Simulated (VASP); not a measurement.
# 2H-WS2 monolayer under biaxial strain, part 3 of 7

How do the gap and the band positions of 2H-WS2 monolayer follow biaxial strain?

VASP 6.6.1, plane waves and PAW; the level of theory is named at each step.

So far, gap on the k-mesh (eV): step 2 (relaxing the monolayer) 1.94.

**5. Strained, atoms relaxed, biaxial strain -0.04**

Level of this step: PBE with D3(BJ), no spin polarisation; plane waves and PAW (W, S) (VASP).

The cell is held at the strained lattice, and the atoms relax in it.

Input file INCAR:

```
SYSTEM = WS2
PREC = Normal
ENCUT = 350
EDIFF = 1E-06
NELM = 120
ISMEAR = 0
SIGMA = 0.03
LREAL = .FALSE.
ALGO = Fast
GGA = PE
IVDW = 12
NBANDS = 15
LASPH = .TRUE.
LORBIT = 11
LWAVE = .FALSE.
LCHARG = .FALSE.
KPAR = 4
IBRION = 2
NSW = 30
ISIF = 2
EDIFFG = -0.015
POTIM = 0.4
MAXMIX = 40
IDIPOL = 3
LDIPOL = .TRUE.
DIPOL = 0.5 0.5 0.5
```

Input file POSCAR:

```
WS2
1.0
    3.0264786340      0.0000000000      0.0000000000
   -1.5132393170      2.6210073810      0.0000000000
    0.0000000000      0.0000000000     22.0000000000
W S
1 2
Direct
    0.3333333333      0.6666666667      0.5000000000
    0.6666666667      0.3333333333      0.4283955868
    0.6666666667      0.3333333333      0.5716044132
```

Input file KPOINTS:

```
Automatic mesh
0
Gamma
12 12 1
0 0 0
```

PAW data sets: W and S (PBE family, release 64).

On the command line:

```console
> mpirun -np 4 vasp_std
```

Output:

```text
[... set-up lines as in an earlier step ...]
 entering main loop
       N       E                     dE             d eps       ncg     rms          rms(c)
DAV:   1     0.116292548585E+03    0.11629E+03   -0.53001E+03   570   0.658E+02
DAV:   2    -0.123636099817E+02   -0.12866E+03   -0.11942E+03   886   0.172E+02
DAV:   3    -0.244139114974E+02   -0.12050E+02   -0.11951E+02   794   0.629E+01
DAV:   4    -0.246439005032E+02   -0.22999E+00   -0.22924E+00   784   0.103E+01
DAV:   5    -0.246492537661E+02   -0.53533E-02   -0.53517E-02   766   0.150E+00    0.334E+01
RMM:   6    -0.235829223547E+02    0.10663E+01   -0.20055E+00   570   0.791E+00    0.144E+01
RMM:   7    -0.233992728030E+02    0.18365E+00   -0.10000E+00   570   0.574E+00    0.694E+00
RMM:   8    -0.234094371219E+02   -0.10164E-01   -0.31891E-01   573   0.366E+00    0.149E+00
RMM:   9    -0.233949780161E+02    0.14459E-01   -0.45470E-02   570   0.206E+00    0.137E+00
RMM:  10    -0.233950275038E+02   -0.49488E-04   -0.99558E-03   570   0.638E-01    0.877E-01
RMM:  11    -0.233950673312E+02   -0.39827E-04   -0.22687E-03   602   0.298E-01    0.478E-01
RMM:  12    -0.233950827765E+02   -0.15445E-04   -0.46477E-04   579   0.136E-01    0.260E-01
RMM:  13    -0.233951352805E+02   -0.52504E-04   -0.24837E-04   575   0.917E-02    0.775E-02
RMM:  14    -0.233955364542E+02   -0.40117E-03   -0.19030E-04   570   0.840E-02    0.867E-02
RMM:  15    -0.233955597265E+02   -0.23272E-04   -0.57213E-05   575   0.534E-02    0.737E-02
RMM:  16    -0.233956829259E+02   -0.12320E-03   -0.25631E-05   567   0.240E-02    0.505E-02
RMM:  17    -0.233957004986E+02   -0.17573E-04   -0.61190E-06   471   0.127E-02    0.363E-02
RMM:  18    -0.233957066527E+02   -0.61541E-05   -0.10408E-06   413   0.562E-03    0.318E-02
RMM:  19    -0.233957545907E+02   -0.47938E-04   -0.18948E-06   422   0.668E-03    0.151E-02
RMM:  20    -0.233957561619E+02   -0.15712E-05   -0.78915E-07   407   0.474E-03    0.728E-03
RMM:  21    -0.233957568841E+02   -0.72223E-06   -0.13188E-07   386   0.280E-03
   1 F= -.24414294E+02 E0= -.24414294E+02  d E =-.244143E+02
 curvature:   0.00 expect dE= 0.000E+00 dE for cont linesearch  0.000E+00
 trial: gam= 0.00000 g(F)=  0.945E-01 g(S)=  0.000E+00 ort = 0.000E+00 (trialstep = 0.100E+01)
 search vector abs. value=  0.945E-01
 bond charge predicted
       N       E                     dE             d eps       ncg     rms          rms(c)
DAV:   1    -0.234430833544E+02   -0.47327E-01   -0.37831E+00   584   0.110E+01    0.153E+00
RMM:   2    -0.234566151161E+02   -0.13532E-01   -0.16265E-01   570   0.336E+00    0.607E-01
RMM:   3    -0.234576281410E+02   -0.10130E-02   -0.22068E-02   576   0.115E+00    0.506E-01
RMM:   4    -0.234570759932E+02    0.55215E-03   -0.15738E-02   573   0.800E-01    0.161E+00
RMM:   5    -0.234572207553E+02   -0.14476E-03   -0.22570E-03   571   0.428E-01    0.224E-01
RMM:   6    -0.234574541291E+02   -0.23337E-03   -0.87224E-04   618   0.200E-01    0.369E-01
RMM:   7    -0.234574564753E+02   -0.23462E-05   -0.11656E-04   591   0.837E-02    0.212E-01
RMM:   8    -0.234574516656E+02    0.48096E-05   -0.37045E-05   572   0.424E-02    0.915E-02
RMM:   9    -0.234574510534E+02    0.61228E-06   -0.97029E-06   573   0.210E-02
   2 F= -.24466490E+02 E0= -.24466490E+02  d E =-.521958E-01
 trial-energy change:   -0.052196  1 .order   -0.053063   -0.094510   -0.011616
 step:   1.1511(harm=  1.1401)  dis= 0.04916  next Energy=   -24.467364 (dE=-0.531E-01)
 bond charge predicted
       N       E                     dE             d eps       ncg     rms          rms(c)
DAV:   1    -0.234594190175E+02   -0.19674E-02   -0.86115E-02   731   0.164E+00    0.265E-01
RMM:   2    -0.234596493512E+02   -0.23033E-03   -0.36555E-03   570   0.505E-01    0.154E-01
RMM:   3    -0.234597219832E+02   -0.72632E-04   -0.65371E-04   578   0.190E-01    0.606E-02
RMM:   4    -0.234597364138E+02   -0.14431E-04   -0.13712E-04   610   0.859E-02    0.566E-02
RMM:   5    -0.234597387957E+02   -0.23819E-05   -0.26625E-05   567   0.357E-02    0.352E-02
RMM:   6    -0.234597400673E+02   -0.12716E-05   -0.33729E-06   443   0.129E-02    0.186E-02
RMM:   7    -0.234597413074E+02   -0.12401E-05   -0.27200E-06   445   0.976E-03    0.830E-03
RMM:   8    -0.234597414110E+02   -0.10364E-06   -0.42230E-07   384   0.523E-03
   3 F= -.24467346E+02 E0= -.24467346E+02  d E =-.530524E-01
 curvature:  -0.57 expect dE=-0.141E-07 dE for cont linesearch -0.141E-07
 trial: gam= 0.00000 g(F)=  0.249E-07 g(S)=  0.000E+00 ort =-0.485E-04 (trialstep = 0.103E+01)
 search vector abs. value=  0.250E-07
 reached required accuracy - stopping structural energy minimisation
```

Elapsed: 11 s, on 4 MPI ranks of Intel Xeon Platinum 8488C (Sapphire Rapids), shared host; peak memory 0.7 GiB.

OUTCAR, selected parts (step 5):

```text
   ENCUT  =  350.0 eV  25.72 Ry    5.07 a.u.   4.62  4.62 33.56*2*pi/ulx,y,z

   NELECT =      18.0000    total number of electrons

 Edisp (eV)   -1.00904

 E-fermi :  -1.9056

 k-point     1 :       0.0000    0.0000    0.0000
  band No.  band energies     occupation
    ...
      5      -4.5729      2.00000
      6      -4.5729      2.00000
      7      -3.1918      2.00000
      8      -3.1918      2.00000
      9      -2.8303      2.00000
     10       1.2208      0.00000
     11       1.2208      0.00000
     12       1.2496      0.00000
     13       1.2496      0.00000
     14       2.9367      0.00000
    ...

 Edisp (eV)   -1.00760

  Total       4.32098     4.32098    -0.08317     0.00000     0.00000    -0.00000
  in kB      39.67023    39.67023    -0.76359     0.00000     0.00000    -0.00000
  external pressure =       26.19 kB  Pullay stress =        0.00 kB

 POSITION                                       TOTAL-FORCE (eV/Angst)
 -----------------------------------------------------------------------------------
     -0.00000      1.74734     11.00000         0.000000      0.000000      0.000000
      1.51324      0.87367      9.37555         0.000000      0.000000      0.000568
      1.51324      0.87367     12.62445        -0.000000     -0.000000     -0.000568
 -----------------------------------------------------------------------------------
    total drift:                                0.000008     -0.000005      0.000000

  FREE ENERGIE OF THE ION-ELECTRON SYSTEM (eV)
  ---------------------------------------------------
  free  energy   TOTEN  =       -24.4673462909 eV

  energy  without entropy=      -24.4673462909  energy(sigma->0) =      -24.46734629

 vacuum level on the upper side and lower side of the slab         3.196         3.196

[... 5 parts as in an earlier step ...]

[... 13 further parts left out ...]
```

Relaxation path:

```
step  energy less that of the first step (eV)  largest force (eV/Å)
   1                                   0.0000                1.1065
   2                                  -0.0522                0.1360
   3                                  -0.0531                0.0006
```

The atoms that moved most (Å):

```
atom     dx     dy      dz  length
  S2  0.000  0.000  -0.049   0.049
  S3  0.000  0.000   0.049   0.049
```

The relaxed structure:

```xyz
3
Lattice="3.0265 0.0000 0.0000 -1.5132 2.6210 0.0000 0.0000 0.0000 22.0000" Properties=species:S:1:pos:R:3
W     0.0000    1.7473   11.0000
S     1.5132    0.8737    9.3755
S     1.5132    0.8737   12.6245
```

Numbers from this step:

```
electronic cycles              : 38
free energy (TOTEN)            : -24.47 eV
Fermi energy                   : -1.906 eV
gap on the k-mesh              : 1.725 eV
least direct gap on the k-mesh : 2.608 eV
```

The run ended after 3 ionic steps, 0.053 eV below its first step, once the forces on the free atoms met EDIFFG = -0.015.

**6. Strained, levels with spin-orbit coupling, biaxial strain -0.04**

This step: PBE with D3(BJ), spin-orbit coupling, no spin polarisation; plane waves and PAW (W, S) (VASP 6.6.1).

A static run with spin-orbit coupling gives the gap and the vacuum level at this strain.

Input file INCAR:

```
SYSTEM = WS2
PREC = Normal
ENCUT = 350
EDIFF = 1E-06
NELM = 120
ISMEAR = 0
SIGMA = 0.03
LREAL = .FALSE.
ALGO = Fast
GGA = PE
IVDW = 12
LNONCOLLINEAR = .TRUE.
MAGMOM = 0 0 0 0 0 0 0 0 0
NBANDS = 30
GGA_COMPAT = .FALSE.
LASPH = .TRUE.
LSORBIT = .TRUE.
LMAXMIX = 4
LWAVE = .FALSE.
LCHARG = .FALSE.
KPAR = 4
IDIPOL = 3
LDIPOL = .TRUE.
DIPOL = 0.5 0.5 0.5
LVHAR = .TRUE.
LVACPOTAV = .TRUE.
```

Input file POSCAR:

```
WS2
1.0
    3.0264786340      0.0000000000      0.0000000000
   -1.5132393170      2.6210073810      0.0000000000
    0.0000000000      0.0000000000     22.0000000000
W S
1 2
Direct
    0.3333333333      0.6666666667      0.5000000000
    0.6666666667      0.3333333333      0.4261612021
    0.6666666667      0.3333333333      0.5738387979
```

KPOINTS is that of step 5.

Input file KPOINTS_OPT:

```
Line mode
14
Line-mode
Reciprocal
  0.00000000   0.00000000   0.00000000 GAMMA
  0.50000000   0.00000000   0.00000000 M

  0.50000000   0.00000000   0.00000000 M
  0.33333333   0.33333333   0.00000000 K

  0.33333333   0.33333333   0.00000000 K
  0.00000000   0.00000000   0.00000000 GAMMA
```

On the command line:

```console
> mpirun -np 4 vasp_ncl
```

Output:

```text
[... set-up lines as in an earlier step ...]
 entering main loop
       N       E                     dE             d eps       ncg     rms          rms(c)
DAV:   1     0.115452214919E+03    0.11545E+03   -0.51886E+03  1884   0.661E+02
DAV:   2    -0.101270164531E+02   -0.12558E+03   -0.11783E+03  2830   0.176E+02
DAV:   3    -0.245578577594E+02   -0.14431E+02   -0.14295E+02  2522   0.665E+01
DAV:   4    -0.248799639729E+02   -0.32211E+00   -0.32097E+00  2598   0.119E+01
DAV:   5    -0.248872689836E+02   -0.73050E-02   -0.73016E-02  2398   0.175E+00    0.316E+01
RMM:   6    -0.238259037139E+02    0.10614E+01   -0.21039E+00  2054   0.803E+00    0.136E+01
RMM:   7    -0.236335774076E+02    0.19233E+00   -0.96745E-01  2084   0.571E+00    0.746E+00
RMM:   8    -0.236302746380E+02    0.33028E-02   -0.33937E-01  2283   0.372E+00    0.112E+00
RMM:   9    -0.236283021894E+02    0.19724E-02   -0.65194E-02  2386   0.196E+00    0.682E-01
RMM:  10    -0.236220170603E+02    0.62851E-02   -0.84555E-03  2259   0.687E-01    0.334E-01
RMM:  11    -0.236204014720E+02    0.16156E-02   -0.79755E-03  2198   0.499E-01    0.334E-01
RMM:  12    -0.236205096777E+02   -0.10821E-03   -0.91951E-04  2397   0.252E-01    0.131E-01
RMM:  13    -0.236205841127E+02   -0.74435E-04   -0.38613E-04  2343   0.113E-01    0.459E-02
RMM:  14    -0.236206501387E+02   -0.66026E-04   -0.32226E-04  2243   0.988E-02    0.397E-02
RMM:  15    -0.236208279953E+02   -0.17786E-03   -0.82210E-05  2292   0.652E-02    0.514E-02
RMM:  16    -0.236209647427E+02   -0.13675E-03   -0.14203E-04  2381   0.502E-02    0.242E-02
RMM:  17    -0.236209624888E+02    0.22538E-05   -0.11612E-05  2276   0.263E-02    0.122E-02
RMM:  18    -0.236210055789E+02   -0.43090E-04   -0.13056E-05  2332   0.189E-02    0.899E-03
RMM:  19    -0.236210777367E+02   -0.72158E-04   -0.79584E-06  2406   0.139E-02    0.584E-03
RMM:  20    -0.236210938621E+02   -0.16125E-04   -0.12125E-06  1879   0.669E-03    0.275E-03
RMM:  21    -0.236211071345E+02   -0.13272E-04   -0.53432E-07  1773   0.406E-03    0.112E-03
RMM:  22    -0.236211150183E+02   -0.78838E-05   -0.37861E-07  1832   0.298E-03    0.139E-03
RMM:  23    -0.236211161280E+02   -0.11096E-05   -0.54074E-08  1290   0.153E-03    0.947E-04
RMM:  24    -0.236211167937E+02   -0.66574E-06   -0.19021E-08   926   0.903E-04
 [... a notice as in an earlier step ...]

   1 F= -.24628722E+02 E0= -.24628722E+02  d E =-.976346E-14  mag=     0.0000     0.0000    -0.0000
 Start KPOINTS_OPT (optional k-point list driver)
k-point batch [1-31\42]
       N       E                     dE             ncg
DAV:   1     0.103142828079E+03   -0.13714E+05     1876
DAV:   2    -0.383081497572E+04   -0.39340E+04     2832
DAV:   3    -0.425361784908E+04   -0.42280E+03     2444
DAV:   4    -0.426267059782E+04   -0.90527E+01     2548
DAV:   5    -0.426285742236E+04   -0.18682E+00     2424
DAV:   6    -0.426286474504E+04   -0.73227E-02     2488
DAV:   7    -0.426286500976E+04   -0.26472E-03     2462
DAV:   8    -0.426286502326E+04   -0.13496E-04     2382
DAV:   9    -0.426286502396E+04   -0.70338E-06     1828
k-point batch [32-42\42]
       N       E                     dE             ncg
DAV:   1     0.119806914552E+05   -0.25405E+04      676
DAV:   2     0.107705282497E+05   -0.12102E+04     1000
DAV:   3     0.106099435506E+05   -0.16058E+03      912
DAV:   4     0.106055432096E+05   -0.44003E+01      976
DAV:   5     0.106054619620E+05   -0.81248E-01      842
DAV:   6     0.106054588806E+05   -0.30814E-02      928
DAV:   7     0.106054587646E+05   -0.11596E-03      864
DAV:   8     0.106054587582E+05   -0.63762E-05      882
DAV:   9     0.106054587580E+05   -0.21524E-06      672
```

The job ended after 63 s (4 MPI ranks; peak memory 1.7 GiB).

Parts of OUTCAR (step 6):

```text
   k-points           NKPTS =     31   k-points in BZ     NKDIM =     31   number of bands    NBANDS=     30

   NELECT =      18.0000    total number of electrons

 E-fermi :  -1.7459

 k-point     1 :       0.0000    0.0000    0.0000
  band No.  band energies     occupation
    ...
     14      -3.3720      1.00000
     15      -3.0771      1.00000
     16      -3.0771      1.00000
     17      -2.7409      1.00000
     18      -2.7409      1.00000
     19       1.1028      0.00000
     20       1.1028      0.00000
     21       1.1592      0.00000
     22       1.1592      0.00000
     23       1.2900      0.00000
    ...

 Edisp (eV)   -1.00760

  Total       4.27750     4.27750    -0.09662     0.00000    -0.00000    -0.00000
  in kB      39.27104    39.27104    -0.88707     0.00000    -0.00000    -0.00000
  external pressure =       25.89 kB  Pullay stress =        0.00 kB

 POSITION                                       TOTAL-FORCE (eV/Angst)
 -----------------------------------------------------------------------------------
     -0.00000      1.74734     11.00000        -0.000000      0.000000      0.000000
      1.51324      0.87367      9.37555         0.000000     -0.000000      0.003448
      1.51324      0.87367     12.62445         0.000000     -0.000000     -0.003448
 -----------------------------------------------------------------------------------
    total drift:                                0.000008     -0.000005     -0.000000

  FREE ENERGIE OF THE ION-ELECTRON SYSTEM (eV)
  ---------------------------------------------------
  free  energy   TOTEN  =       -24.6287216734 eV

  energy  without entropy=      -24.6287216734  energy(sigma->0) =      -24.62872167

 vacuum level on the upper side and lower side of the slab         3.426         3.426

 Spin-Orbit-Coupling matrix elements
 Ion:    1  E_soc:     -0.3216077
 Ion:    2  E_soc:     -0.0031614
 Ion:    3  E_soc:     -0.0031614

[... 6 parts as in an earlier step ...]

[... 10 further parts left out ...]
```

This step gave:

```
electronic cycles                                 : 24
free energy (TOTEN)                               : -24.63 eV
Fermi energy                                      : -1.746 eV
least gap on mesh and path                        : 1.436 eV
least direct gap on mesh and path                 : 2.234 eV
vacuum levels                                     : 3.426, 3.426 eV
ionisation potentials of the upper and lower face : 5.316, 5.316 eV
electron affinities of the upper and lower face   : 3.880, 3.880 eV
```

On-site spin-orbit energy by atom:

```
atom  on-site spin-orbit energy (eV)
  W1                          -0.322
  S2                          -0.003
  S3                          -0.003
```

Electronic bands along the path, in eV, zero at the valence-band top; v1 is the highest filled band, c1 the lowest empty one:

```
          point     v4     v3     v2     v1    c1    c2    c3    c4
              Γ  -1.19  -1.19  -0.85  -0.85  2.99  2.99  3.05  3.05
0.54 of the way  -1.64  -1.64  -1.40  -1.40  1.86  1.86  2.64  2.64
              M  -1.35  -1.35  -0.94  -0.94  3.17  3.17  3.49  3.49
0.46 of the way  -2.72  -2.70  -0.77  -0.46  2.83  2.95  3.49  3.51
              K  -3.02  -2.95  -0.36   0.00  2.23  2.41  2.77  2.85
0.46 of the way  -1.76  -1.71  -1.16  -0.91  1.44  1.65  3.00  3.04
              Γ  -1.19  -1.19  -0.85  -0.85  2.99  2.99  3.05  3.05
```

Zero at the Fermi level. The planar average of the electrostatic potential by height:

```
height (Å)  planar average of the electrostatic potential (eV)
       0.0                                                5.17
       0.5                                                5.17
       1.0                                                5.17
       1.5                                                5.17
       2.0                                                5.17
       2.5                                                5.17
       3.0                                                5.17
       3.5                                                5.17
       4.0                                                5.17
       4.5                                                5.17
       5.0                                                5.17
       5.5                                                5.17
       6.0                                                5.17
       6.5                                                5.17
       7.0                                                5.14
       7.5                                                5.02
       8.0                                                4.45
       8.5                                                1.74
       9.0                                               -10.4
       9.5                                               -16.0
      10.0                                               -7.49
      10.5                                               -8.32
      11.0                                               -11.1
      11.5                                               -8.32
      12.0                                               -7.49
      12.5                                               -16.0
      13.0                                               -10.4
      13.5                                                1.74
      14.0                                                4.45
      14.5                                                5.02
      15.0                                                5.14
      15.5                                                5.17
      16.0                                                5.17
      16.5                                                5.17
      17.0                                                5.17
      17.5                                                5.17
      18.0                                                5.17
      18.5                                                5.17
      19.0                                                5.17
      19.5                                                5.17
      20.0                                                5.17
      20.5                                                5.17
      21.0                                                5.17
      21.5                                                5.17
```

The path shows an indirect gap of 1.44 eV (valence top at K, conduction bottom between K and Γ). The least direct gap is 2.23 eV.

(Part 3 of 7 ends here.)

[Lines on the potential files, build, host, timing and source positions are cut from VASP's logs without a mark.]

[Logs are printed without paths, hosts, clocks, repeated set-up lines and the standing remarks that a program may print on its own settings, such as how far it seeks lower states.]

[Hosts, paths, dates, database ids (printed as entryN), source tags and the programs' standing remarks are cut or masked in the printed files.]

[Runs that stopped without an error message from VASP are left out.]
